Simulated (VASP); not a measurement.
## GeSe: single point with PBE

The system is GeSe.

```
Ge Se
1.0
     0.00000   -3.88377   -4.52253
     0.00000   -3.88377    4.52253
   -11.18477    0.00000    0.00000
Ge Se
8 8
Direct
  0.68386 0.56614 0.87349
  0.18386 0.06614 0.87349
  0.81614 0.43386 0.37349
  0.31614 0.93386 0.37349
  0.18386 0.56614 0.62651
  0.68386 0.06614 0.62651
  0.31614 0.43386 0.12651
  0.81614 0.93386 0.12651
  0.87547 0.37453 0.14718
  0.37547 0.87453 0.14718
  0.12453 0.12547 0.64718
  0.62453 0.62547 0.64718
  0.87547 0.87453 0.35282
  0.37547 0.37453 0.35282
  0.12453 0.62547 0.85282
  0.62453 0.12547 0.85282
```

```json
{
 "Program": "VASP 6.6.1",
 "Task": "single point",
 "Functional": "PBE",
 "Potentials or basis": "VASP PAW PBE potentials, release 64 (Ge_d, Se)",
 "Cutoff": "450 eV",
 "k mesh": "3 × 3 × 2",
 "Occupations": "gaussian, width 0.01 eV",
 "Spin": "no spin polarisation"
}
```

```
Pressure      : -0.1 GPa
Largest force : 0.121 eV/Å
```

Forces on the atoms (eV/Å):
```
Ge  -0.063  0.000 -0.009
Ge  -0.063  0.000 -0.009
Ge  -0.063  0.000  0.009
Ge  -0.063  0.000  0.009
Ge   0.063  0.000 -0.009
Ge   0.063  0.000 -0.009
Ge   0.063  0.000  0.009
Ge   0.063  0.000  0.009
Se   0.121  0.000  0.001
Se   0.121  0.000  0.001
Se   0.121  0.000 -0.001
Se   0.121  0.000 -0.001
Se  -0.121  0.000  0.001
Se  -0.121  0.000  0.001
Se  -0.121  0.000 -0.001
Se  -0.121  0.000 -0.001
```

Stress tensor (GPa, compression positive):
```
 0.35  0.00  0.00
 0.00 -0.28  0.00
 0.00  0.00 -0.30
```

Levels at points of the mesh, in eV from the valence-band top:
```tsv
k point	band 76	band 77	band 78	band 79	band 80	band 81	band 82	band 83	band 84	band 85
(0.00, 0.00, 0.25)	-1.28	-1.19	-1.19	-0.51	-0.07	1.55	2.58	2.65	2.80	2.80
```

Core levels (eV, on the scale of the bands):
| atom | levels |
| --- | --- |
| 1 Ge | 1s -10951.3, 2s -1363.0, 2p -1189.9, 3s -159.9, 3p -107.1 |
| 2 Ge | 1s -10951.3, 2s -1363.0, 2p -1189.9, 3s -159.9, 3p -107.1 |
| 3 Ge | 1s -10951.3, 2s -1363.0, 2p -1189.9, 3s -159.9, 3p -107.1 |
| 4 Ge | 1s -10951.3, 2s -1363.0, 2p -1189.9, 3s -159.9, 3p -107.1 |
| 5 Ge | 1s -10951.3, 2s -1363.0, 2p -1189.9, 3s -159.9, 3p -107.1 |
| 6 Ge | 1s -10951.3, 2s -1363.0, 2p -1189.9, 3s -159.9, 3p -107.1 |

It took 3 min on 1 thread of Intel(R) Xeon(R) Platinum 8488C (Sapphire Rapids), on a shared host, peak memory 0.27 GiB.
